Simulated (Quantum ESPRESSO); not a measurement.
**Ge under changes of volume**

One of the cells (22.639 Å³/atom); the others are scaled copies at fixed shape and fractional positions:

```
Ge
1.0
     0.00000    2.82891    2.82891
     2.82891    0.00000    2.82891
     2.82891    2.82891    0.00000
Ge
2
Direct
  0.75000 0.75000 0.75000
  0.50000 0.50000 0.50000
```

* Program: Quantum ESPRESSO 7.5
* Functional: PBE
* Dispersion: D3(BJ)
* Potentials or basis: PseudoDojo 0.4.1 SR PBE standard
* Cutoff: 1061 eV
* Density cutoff: 4245 eV
* k mesh: 8 × 8 × 8
* Occupations: fermi-dirac, width 0.05 eV
* Spin: no spin polarisation

| volume (Å³/atom) | energy over the lowest point (meV/atom) | pressure (GPa) |
| --- | --- | --- |
| 21.281 | 38.24 | 6.9 |
| 21.733 | 21.54 | 4.9 |
| 22.186 | 10.03 | 3.2 |
| 22.639 | 3.07 | 1.7 |
| 23.092 | 0.00 | 0.4 |
| 23.545 | ? | ? |
| 23.997 | 4.24 | -1.9 |

**Question.** What does the run at 23.545 Å³/atom give?

**Answer.** Energy over the lowest point 0.52 meV/atom; pressure -0.8 GPa.

Worked out: A Birch-Murnaghan fit of order 3 (a polynomial in V^(-2/3)) to the other rows has its minimum at 23.24 Å³/atom with B0 = V·E''(V) = 61 GPa and B' = 5.5. It gives 0.58 meV/atom at 23.545 Å³/atom, against the run's 0.52, and -dE/dV = -0.8 GPa, against -0.8.

Energies are extrapolated to zero smearing.

Caveats: pairwise dispersion overbinds metals, which lowers pressure and volume (some runs).
